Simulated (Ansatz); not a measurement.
# C: what a guessed cell relaxes into, part 3 of 3

Where does this trial cell of C go when cell and atoms are let free, and does the end survive a random kick?

Ansatz 0.2.0; DFT PBE, scalar-relativistic, plane waves, PAW. The steps go on from the part before.

### Step 7. Random kick, then relaxation

Atoms are moved at random (σ = 0.1 Å a coordinate) and the cell is strained at random (σ = 1.5 % a component).

Input file input.yaml:

```yaml
crystal:
  lattice:
    - [-1.1889167861, -2.4966044395, -0.0240169631]
    - [1.2260896225, 0.0183035402, 3.7813679087]
    - [-3.5178636056, 2.472558229, -0.0397762041]
  atoms:
    - { symbol: C, position: [0.7276061448, 0.1520370876, 0.2364680788] }
    - { symbol: C, position: [0.2900484884, 0.112463372, 0.761123894] }
    - { symbol: C, position: [0.1838986655, 0.6381659719, 0.1930343054] }
    - { symbol: C, position: [0.6614611737, 0.6194333444, 0.6810848947] }
    - { symbol: C, position: [0.3911153491, 0.3918018851, 0.3730725093] }
    - { symbol: C, position: [0.8575021846, 0.3708593257, 0.8666202345] }
    - { symbol: C, position: [0.9670789514, 0.8825024594, 0.4273380363] }
    - { symbol: C, position: [0.4212890422, 0.8327365539, 0.9612580469] }
basis:
  ecutwfc: 420
kpoints:
  mp_grid: { grid: [6, 4, 4] }
hamiltonian:
  xc: pbe
scf:
  occupations: { method: gaussian, width: 0.1 }
  lower_state_search: "off"
output:
  forces: true
  stress: true
  eigenvalues: true
relax:
  adjacent_minimum: "off"
  f_tol: 0.025
  max_steps: 60
  cell: { stress_tol: 0.25 }
```

Launch:

```
ansatz run input.yaml --threads 1 --pin off --max-ram 2560MiB --backend cpu --events-out ev --progress --plain --runs-dir out
```

The log of the run:

```text
Warning: RAYON_NUM_THREADS=1 ignored (pool sized by the plan → 1); use --threads N
Engine: ansatz 0.2.0, x86_64-unknown-linux-gnu
Pseudopotentials: kind: paw
Pseudopotential: C, paw, valence charge 4, recommended cutoff 420 eV (normal), C.paw.azcp
Functional definition: PBE
  parameter kappa = 0.804
  parameter beta = 0.06672455060314922
  exchange = pbe_x(kappa = kappa, mu = beta*pi^2/3)
  correlation = pbe_c(beta = beta)
Crystal: 8 atoms, lattice volume = 44.131 Å³
Basis set: ecut = 420 eV, 863 PW (Γ), exchange–correlation on 40×54×60 points (8 copies of the dense FFT grid, shifted against one another)
Bands: 24, of which v1, the nominal top of the filled ones, is band 16 counted from 1 (15 counted from 0)
Symmetry: 1 space group operations
Space group: P1 (ITA 1), of the structure as read, at distance tolerance 3.5e-5 Å
k-points: 52 of 96 (time reversal used)
Non-local potential: C, projectors of the file, l = 0: 2, l = 1: 2, l = 2: 1
PAW form: soft (Blöchl's): semilocal exchange-correlation on the pseudo side does not see the compensation charge
PAW one-centre angular grid: C, 110 points (default); XC on 64 Gauss nodes
Initial density: superposition of atomic densities (neutral atoms: chi_scale 0, normalization atom), corrected by the library's trained network
Initial wavefunctions: pseudopotential atomic-orbital guess
Functional: x = pbe(κ = 0.804, μ = 0.2195149727645171), c = pbe(β = 0.06672455060314922)
SCF iter   1: F=—  HF=-1994.547019 eV  |F-HF|=—  |Δ(HF+E_count)|=         —  Δρ=1.56e-2  dr2=1.00e-1  ethr=1.77e-3  ⟨swp⟩=5.2  Hψ=5916  notcnv=0  defer=1
preconditioner: auto → none  [insulator: Δε(μ)=0.382 eV  Ē_g=14.963 eV  σ=0.100 eV  W_gap=0.70  n_scr=12 (ndim 8)  ℏωp=31.6 eV  f_vac=0.000  D(μ)=0.39/eV (n_scr^D=0)  ε∞_Penn≈5.5]
SCF iter   2: F=—  HF=-1994.526131 eV  |F-HF|=—  |Δ(HF+E_count)|=   2.09e-2  Δρ=6.72e-3  dr2=1.29e-2  ethr=3.13e-4  ⟨swp⟩=1.0  Hψ=1665  notcnv=0  defer=42
SCF iter   3: F=—  HF=-1994.524073 eV  |F-HF|=—  |Δ(HF+E_count)|=   2.06e-3  Δρ=1.14e-3  dr2=2.93e-4  ethr=4.04e-5  ⟨swp⟩=2.5  Hψ=1730  notcnv=0  defer=42
SCF iter   4: F=—  HF=-1994.524092 eV  |F-HF|=—  |Δ(HF+E_count)|=   1.83e-5  Δρ=2.37e-4  dr2=1.85e-5  ethr=9.17e-7  ⟨swp⟩=2.2  Hψ=1781  notcnv=0  defer=42
SCF iter   5: F=—  HF=-1994.524091 eV  |F-HF|=—  |Δ(HF+E_count)|=   2.45e-7  Δρ=5.64e-5  dr2=6.93e-7  ethr=5.77e-8  ⟨swp⟩=2.2  Hψ=1752  notcnv=0  defer=42
SCF iter   6: F=-1994.524091 eV  HF=-1994.524091 eV  |F-HF|=3.88e-10  |Δ(HF+E_count)|=   1.37e-7  Δρ=1.48e-5  dr2=4.48e-8  ethr=3.13e-10  ⟨swp⟩=9.9  Hψ=5820  notcnv=0
SCF 1 converged in 6 iterations: F = -1994.524091 eV  dr2 = 4.48e-8
relax step   1: F+E_penalty+E_count = -1994.52409147 eV  Δ(F+E_penalty+E_count) = +0.000e0 eV  max|allowed force component| = 5.793e0 eV/Å  Δτ_max = 0.0000 Å  P = +24.516 GPa  Ω = 44.131 Å³  (6 SCF iters, dr2 threshold 1.00e-7 eV, accepted)
Crystal: 8 atoms, lattice volume = 45.541 Å³
Basis set: ecut = 420 eV, 901 PW (Γ), exchange–correlation on 40×54×60 points (8 copies of the dense FFT grid, shifted against one another)
Initial density: handed on by an earlier stage of this run
Initial wavefunctions: those handed on with the density
iter 1 solved again at ethr=5.62e-4 eV; its pass at ethr=3.10e-3 eV (dr2=1.80e-1 eV) is discarded
SCF iter   1: F=—  HF=-1996.772589 eV  |F-HF|=—  |Δ(HF+E_count)|=         —  Δρ=2.72e-2  dr2=1.79e-1  ethr=5.62e-4  ⟨swp⟩=1.5  Hψ=9114  notcnv=0
preconditioner: auto → none  [insulator: Δε(μ)=0.381 eV  Ē_g=14.861 eV  σ=0.100 eV  W_gap=0.99  n_scr=10 (ndim 8)  ℏωp=31.1 eV  f_vac=0.000  D(μ)=0.01/eV (n_scr^D=0)  ε∞_Penn≈5.4]
SCF iter   2: F=—  HF=-1996.741373 eV  |F-HF|=—  |Δ(HF+E_count)|=   3.12e-2  Δρ=1.19e-2  dr2=2.62e-2  ethr=5.59e-4  ⟨swp⟩=2.9  Hψ=2096  notcnv=0
SCF iter   3: F=—  HF=-1996.740249 eV  |F-HF|=—  |Δ(HF+E_count)|=   1.12e-3  Δρ=1.59e-3  dr2=3.80e-4  ethr=8.19e-5  ⟨swp⟩=2.5  Hψ=2087  notcnv=0
SCF iter   4: F=—  HF=-1996.740352 eV  |F-HF|=—  |Δ(HF+E_count)|=   1.04e-4  Δρ=3.12e-4  dr2=3.17e-5  ethr=1.19e-6  ⟨swp⟩=2.5  Hψ=1837  notcnv=0
SCF iter   5: F=—  HF=-1996.740352 eV  |F-HF|=—  |Δ(HF+E_count)|=   5.29e-7  Δρ=6.68e-5  dr2=1.45e-6  ethr=9.91e-8  ⟨swp⟩=2.1  Hψ=1817  notcnv=0
SCF iter   6: F=-1996.740352 eV  HF=-1996.740352 eV  |F-HF|=4.49e-9  |Δ(HF+E_count)|=   4.30e-9  Δρ=1.70e-5  dr2=5.27e-8  ethr=2.50e-9  ⟨swp⟩=5.9  Hψ=5663  notcnv=0
SCF 2 converged in 6 iterations: F = -1996.740352 eV  dr2 = 5.27e-8
relax step   2: F+E_penalty+E_count = -1996.74035165 eV  Δ(F+E_penalty+E_count) = -2.216e0 eV  max|allowed force component| = 2.427e0 eV/Å  Δτ_max = 0.1427 Å  P = +3.771 GPa  Ω = 45.541 Å³  energy of the carried Pulay correction = -8.004e-3 eV  (6 SCF iters, dr2 threshold 8.00e-7 eV, accepted)
Crystal: 8 atoms, lattice volume = 45.621 Å³
Basis set: ecut = 420 eV, 905 PW (Γ), exchange–correlation on 40×54×60 points (8 copies of the dense FFT grid, shifted against one another)
iter 1 solved again at ethr=1.62e-3 eV; its pass at ethr=3.10e-3 eV (dr2=5.20e-1 eV) is discarded
SCF iter   1: F=—  HF=-1997.180150 eV  |F-HF|=—  |Δ(HF+E_count)|=         —  Δρ=4.34e-2  dr2=5.19e-1  ethr=1.62e-3  ⟨swp⟩=1.2  Hψ=9286  notcnv=0
preconditioner: auto → none  [insulator: Δε(μ)=0.256 eV  Ē_g=14.819 eV  σ=0.100 eV  W_gap=0.93  n_scr=12 (ndim 8)  ℏωp=31.1 eV  f_vac=0.000  D(μ)=0.05/eV (n_scr^D=0)  ε∞_Penn≈5.4]
SCF iter   2: F=—  HF=-1997.048338 eV  |F-HF|=—  |Δ(HF+E_count)|=   1.32e-1  Δρ=1.68e-2  dr2=4.94e-2  ethr=1.62e-3  ⟨swp⟩=3.0  Hψ=2290  notcnv=0
SCF iter   3: F=—  HF=-1997.045983 eV  |F-HF|=—  |Δ(HF+E_count)|=   2.35e-3  Δρ=3.49e-3  dr2=1.39e-3  ethr=1.54e-4  ⟨swp⟩=2.5  Hψ=2100  notcnv=0
SCF iter   4: F=—  HF=-1997.046650 eV  |F-HF|=—  |Δ(HF+E_count)|=   6.67e-4  Δρ=4.93e-4  dr2=5.77e-5  ethr=4.34e-6  ⟨swp⟩=2.0  Hψ=1917  notcnv=0
SCF iter   5: F=—  HF=-1997.046648 eV  |F-HF|=—  |Δ(HF+E_count)|=   1.88e-6  Δρ=7.28e-5  dr2=1.20e-6  ethr=1.80e-7  ⟨swp⟩=2.2  Hψ=1834  notcnv=0
SCF iter   6: F=-1997.046648 eV  HF=-1997.046648 eV  |F-HF|=1.61e-8  |Δ(HF+E_count)|=   1.75e-7  Δρ=1.62e-5  dr2=6.23e-8  ethr=2.50e-9  ⟨swp⟩=6.1  Hψ=5724  notcnv=0
SCF 3 converged in 6 iterations: F = -1997.046648 eV  dr2 = 6.23e-8
relax step   3: F+E_penalty+E_count = -1997.04664783 eV  Δ(F+E_penalty+E_count) = -3.063e-1 eV  max|allowed force component| = 2.227e0 eV/Å  Δτ_max = 0.2000 Å  P = +2.231 GPa  Ω = 45.621 Å³  energy of the carried Pulay correction = -8.447e-3 eV  (6 SCF iters, dr2 threshold 8.00e-7 eV, accepted)
[... 12 lines left out ...]
relax step   4: F+E_penalty+E_count = -1997.38645562 eV  Δ(F+E_penalty+E_count) = -3.398e-1 eV  max|allowed force component| = 1.722e-1 eV/Å  Δτ_max = 0.1099 Å  P = -1.997 GPa  Ω = 45.485 Å³  energy of the carried Pulay correction = -7.692e-3 eV  (6 SCF iters, dr2 threshold 8.00e-7 eV, accepted)
[... 12 lines left out ...]
relax step   5: F+E_penalty+E_count = -1997.39291365 eV  Δ(F+E_penalty+E_count) = -6.458e-3 eV  max|allowed force component| = 4.773e-2 eV/Å  Δτ_max = 0.0058 Å  P = -0.156 GPa  Ω = 45.352 Å³  energy of the carried Pulay correction = -6.942e-3 eV  (6 SCF iters, dr2 threshold 8.00e-7 eV, accepted)
[... 13 lines left out ...]
relax step   6: F+E_penalty+E_count = -1997.39323438 eV  Δ(F+E_penalty+E_count) = -3.207e-4 eV  max|allowed force component| = 8.686e-3 eV/Å  Δτ_max = 0.0016 Å  P = -0.045 GPa  Ω = 45.325 Å³  energy of the carried Pulay correction = -6.795e-3 eV  (6 SCF iters, dr2 threshold 6.37e-7 eV, accepted)
[... 12 lines left out ...]
relax step   7: F+E_penalty+E_count = -1997.40276082 eV  Δ(F+E_penalty+E_count) = -9.526e-3 eV  max|allowed force component| = 9.453e-3 eV/Å  Δτ_max = 0.0000 Å  P = +0.295 GPa  Ω = 45.325 Å³  stress off target by 6.79e-1 GPa  SCF on the basis re-selected at this cell (its energy is not comparable with the rows above)  (6 SCF iters)
[... 14 lines left out ...]
relax step   8: F+E_penalty+E_count = -1997.40266816 eV  Δ(F+E_penalty+E_count) = +9.266e-5 eV  max|allowed force component| = 3.389e-3 eV/Å  Δτ_max = 0.0003 Å  P = +0.041 GPa  Ω = 45.350 Å³  energy of the carried Pulay correction = -1.446e-4 eV  (6 SCF iters, dr2 threshold 8.00e-7 eV, accepted)
iter 1 solved again at ethr=8.56e-9 eV; its pass at ethr=3.10e-3 eV (dr2=2.74e-6 eV) is discarded
SCF iter   1: F=—  HF=-1997.402819 eV  |F-HF|=—  |Δ(HF+E_count)|=         —  Δρ=6.12e-6  dr2=2.16e-9  ethr=8.56e-9  ⟨swp⟩=3.8  Hψ=9540  notcnv=0
preconditioner: auto → none  [insulator: Δε(μ)=1.914 eV  Ē_g=14.907 eV  σ=0.100 eV  W_gap=1.00  n_scr=12 (ndim 8)  ℏωp=31.2 eV  f_vac=0.000  D(μ)=0.00/eV (n_scr^D=0)  ε∞_Penn≈5.4]
iter 2 did not close the SCF: its close was put off for the readings that it lacked (scf_convergence_deferred on its scf_iter line)
SCF iter   2: F=-1997.402818 eV  HF=-1997.402818 eV  |F-HF|=1.52e-9  |Δ(HF+E_count)|=   9.16e-7  Δρ=3.08e-6  dr2=5.06e-10  ethr=6.75e-12  ⟨swp⟩=2.9  Hψ=2230  notcnv=0
iter 3 did not close the SCF: its close was put off for the readings that it lacked (scf_convergence_deferred on its scf_iter line)
SCF iter   3: F=-1997.402818 eV  HF=-1997.402818 eV  |F-HF|=1.75e-11  |Δ(HF+E_count)|=   1.56e-9  Δρ=3.31e-7  dr2=1.05e-11  ethr=1.58e-12  ⟨swp⟩=2.0  Hψ=2032  notcnv=0
iter 4 did not close the SCF: its close was put off for the readings that it lacked (scf_convergence_deferred on its scf_iter line)
SCF iter   4: F=-1997.402818 eV  HF=-1997.402818 eV  |F-HF|=2.50e-12  |Δ(HF+E_count)|=  1.68e-11  Δρ=1.04e-7  dr2=9.66e-13  ethr=1.00e-12  ⟨swp⟩=1.0  Hψ=1248  notcnv=0
iter 5 did not close the SCF: its close was put off for the readings that it lacked (scf_convergence_deferred on its scf_iter line)
SCF iter   5: F=-1997.402818 eV  HF=-1997.402818 eV  |F-HF|=6.82e-13  |Δ(HF+E_count)|=  1.59e-12  Δρ=3.19e-8  dr2=1.41e-13  ethr=1.00e-12  ⟨swp⟩=1.0  Hψ=1248  notcnv=0
SCF iter   6: F=-1997.402818 eV  HF=-1997.402818 eV  |F-HF|=4.55e-13  |Δ(HF+E_count)|=  9.09e-13  Δρ=9.13e-9  dr2=1.57e-14  ethr=1.00e-12  ⟨swp⟩=2.0  Hψ=2996  notcnv=0
SCF 9 converged in 6 iterations: F = -1997.402818 eV  dr2 = 1.57e-14
relax step   9: F+E_penalty+E_count = -1997.40281829 eV  Δ(F+E_penalty+E_count) = -1.501e-4 eV  max|allowed force component| = 3.395e-3 eV/Å  Δτ_max = 0.0000 Å  P = +0.043 GPa  Ω = 45.350 Å³  stress off target by 7.19e-2 GPa  SCF on the basis re-selected at this cell (its energy is not comparable with the rows above)  (6 SCF iters)
basis re-selected at this cell: Δ(F+E_penalty+E_count) = -1.501e-4 eV, ΔP = +0.002 GPa vs the last step (what re-selecting the basis moved, of the pressure what is left beyond the Pulay correction that the steps carried, after the strain that the cell walked since its last selection, with what the two solves' SCF thresholds leave and, on support functions, any second-order correction that the steps lacked; it is no measure of the basis error at this ecutwfc). This SCF's stress stands 7.19e-2 GPa from its target on what of the cell is left free (relax.cell.stress_tol is 2.50e-1 GPa) and its largest allowed force component is 3.40e-3 eV/Å (relax.f_tol is 2.50e-2 eV/Å): within both
SCF converged after 6 iterations
Free energy (F): -1997.402818 eV
Harris-Foulkes:  -1997.402818 eV  (|F-HF|=4.55e-13)
Internal energy: -1997.402818 eV  (E = F + TS)
E sigma→0 (E₀):  -1997.402818 eV
Fermi energy:    14.838096 eV
--- Per-component energies (eV) ---
  E_band       = 154.425996
  E_kinetic    = 722.756229
  E_local      = -420.907547  (includes V_loc(G=0)·N_el)
  E_nonlocal   = 213.418894
  E_hartree    = 84.344512
  E_xc         = -386.197641
  E_vxc        = -479.364202  (∫ρ·V_xc dr)
  E_paw        = -791.303581  (= ΣΔE_a)
  E_vpaw       = -50.166469  (= ΣTr[D̂ρ^β])
  E_aug_tail   = 0.000067  (compensation charges beyond the density's cutoff)
  E_ewald      = -1419.513752
  E_smearing   = -0.000000  (= −TS)
  E_closure    = 0.000000  (closes the sum)
  Σ components = -1997.402818   (vs F -1997.402818, Δ=0.00e0)
--- Forces (eV/Å), atoms counted from 1 ---
  atom   1  C     -0.00056090    -0.00145388     0.00339519
  atom   2  C     -0.00066346    -0.00080142     0.00207581
  atom   3  C     -0.00101346     0.00148167     0.00257619
  atom   4  C     -0.00069405     0.00094072     0.00232720
  atom   5  C      0.00055065     0.00027778    -0.00271358
  atom   6  C      0.00082051    -0.00105251    -0.00281219
  atom   7  C      0.00084352    -0.00007974    -0.00212597
  atom   8  C      0.00071723     0.00068741    -0.00272261
  max |Σ_I F_I| component: 5.19e-8 eV/Å
--- Stress (GPa, compression-positive) ---
        0.058453      -0.009052      -0.012702
       -0.009052       0.064107       0.001083
       -0.012702       0.001083       0.005820
  P = ⅓ Tr σ = 0.0428 GPa (0.428 kbar)
--- Band table (eV; the first three rows and the last of 52) ---
  k-point 0: bands = ["-8.0352", "-1.8884", "-1.0363", "-0.4447", "0.6737", "2.1167", "2.2653", "6.7036", "7.7204", "8.1034", "9.7057", "10.5372", "11.0179", "12.0033", "13.6757", "13.8841", "15.7977", "16.7725", "17.7848", "18.2022", "19.2196", "19.5791", "20.4564", "21.3825"]
  k-point 1: bands = ["-7.6131", "-4.2969", "-0.6436", "0.4292", "1.5887", "2.1434", "4.3234", "5.4559", "7.3188", "9.1397", "9.6668", "9.9613", "10.0994", "10.9442", "12.6755", "13.0317", "16.4796", "17.8395", "17.9597", "18.9235", "19.4137", "19.6876", "20.7194", "21.1360"]
  k-point 2: bands = ["-6.3554", "-6.3553", "-0.4283", "-0.4283", "3.4034", "3.4036", "5.5628", "5.5630", "6.8141", "6.8143", "9.5686", "9.5687", "11.0753", "11.0754", "11.3490", "11.3493", "17.2446", "17.2449", "18.9413", "18.9415", "20.1821", "20.1825", "22.0484", "22.0487"]
  k-point 51: bands = ["-2.4300", "-2.4284", "-1.8891", "-1.0372", "0.4787", "0.4792", "2.1169", "2.2661", "6.7052", "8.1032", "9.7068", "9.9443", "9.9452", "10.5356", "11.4553", "11.4556", "15.7989", "16.7724", "19.2186", "19.4409", "19.4446", "21.3846", "21.7731", "21.7748"]
--- Relaxed structure (7 steps of the walk, 7 accepted, 2 SCFs on fresh bases) ---
  F+E_penalty+E_count = -1997.40281829 eV   max|allowed force component| = 3.395e-3 eV/Å   (the final SCF, on the basis selected at the relaxed cell)
  cell:  # Å, volume = 45.3501 Å³
    - [-1.2166394117003625, -2.4730861513986646, -0.00014269562097261879]
    - [1.2167160268452375, 0.00017501907523856906, 3.768324555943844]
    - [-3.64967677859442, 2.472972911995915, -3.47139935055682e-5]
  atoms:
    - { symbol: C, position: [0.7810248378567933, 0.12397467818679747, 0.2809975995230015] }
    - { symbol: C, position: [0.2810306047245519, 0.12398826015462025, 0.7809986187357632] }
    - { symbol: C, position: [0.15598345007632272, 0.6239831721938243, 0.1559942577208255] }
    - { symbol: C, position: [0.6559815858267549, 0.6239879946571865, 0.655996692691561] }
    - { symbol: C, position: [0.34396040940918754, 0.37601587660278374, 0.34400629634243607] }
    - { symbol: C, position: [0.8439462051022225, 0.3760214472914688, 0.8440110167230231] }
    - { symbol: C, position: [0.9690341040670548, 0.8760117993678523, 0.4690004968978878] }
    - { symbol: C, position: [0.46903880263711367, 0.876016771545467, 0.9689950212655025] }
```

Wall time 38 s (1 thread of Intel Xeon at 2.60GHz (Ice Lake), shared host); peak memory 0.42 GiB.

The steps of the relaxation:

| step | E - E(step 1) (eV/cell) | largest force component (eV/Å) | pressure (GPa) | volume (Å³) |
| --- | --- | --- | --- | --- |
| 1 | 0.0000 | 5.7934 | 24.52 | 44.13 |
| 2 | -2.2163 | 2.4269 | 3.77 | 45.54 |
| 3 | -2.5226 | 2.2266 | 2.23 | 45.62 |
| 4 | -2.8624 | 0.1722 | -2.00 | 45.49 |
| 5 | -2.8688 | 0.0477 | -0.16 | 45.35 |
| 6 | -2.8691 | 0.0087 | -0.05 | 45.33 |
| 7 | -2.8787 | 0.0095 | 0.29 | 45.33 |
| 8 | -2.8786 | 0.0034 | 0.04 | 45.35 |
| 9 | -2.8787 | 0.0034 | 0.04 | 45.35 |

Step 1 is the start. Steps 7, 9 each repeat the geometry before them on a plane-wave basis chosen anew, so the energy can jump there without any move.

|  | before | after | change |
| --- | --- | --- | --- |
| a (Å) | 2.765 | 2.756 | -0.3 % |
| b (Å) | 3.975 | 3.960 | -0.4 % |
| c (Å) | 4.300 | 4.409 | +2.5 % |
| α (°) | 104.98 | 104.74 | -0.2 % |
| β (°) | 99.63 | 97.93 | -1.7 % |
| γ (°) | 98.34 | 97.80 | -0.5 % |
| volume (Å³/atom) | 5.52 | 5.67 | +2.8 % |
| shortest distance (Å) | 1.409 | 1.534 | +8.9 % |
| space group (0.01 Å) | P1 | Fddd | changed |

Against the unmoved cell on the same mesh the energy changed by 0.0 meV/atom and the volume by -0.0 %. At a tolerance of 0.1 Å, which suits this loose relaxation, its space group is Fddd.

### Step 8. Results

What follows sums up all 3 parts. Changes of volume or cell count from the first structure of part 1.

| quantity | value |
| --- | --- |
| symmetry at the end (tolerance 0.02 Å) | space group Fddd (No. 70) |
| conventional cell | a = 2.433 Å, b = 4.947 Å, c = 7.536 Å, α = 90.00°, β = 90.00°, γ = 90.00° |
| volume | 5.67 Å³/atom |
| energy over the standard state | +1.27 eV/atom |
| gap on the mesh | 1.92 eV |

What this shows: The space group Fddd (No. 70) is kept, and the volume per atom grows by 17.9 % from the first guess. It lies above the element's standard state, so it is metastable at best. The kicked cell came back to the same energy, so the end is stable against the distortions that fit this cell and this draw; modes that don't fit the cell aren't tested.
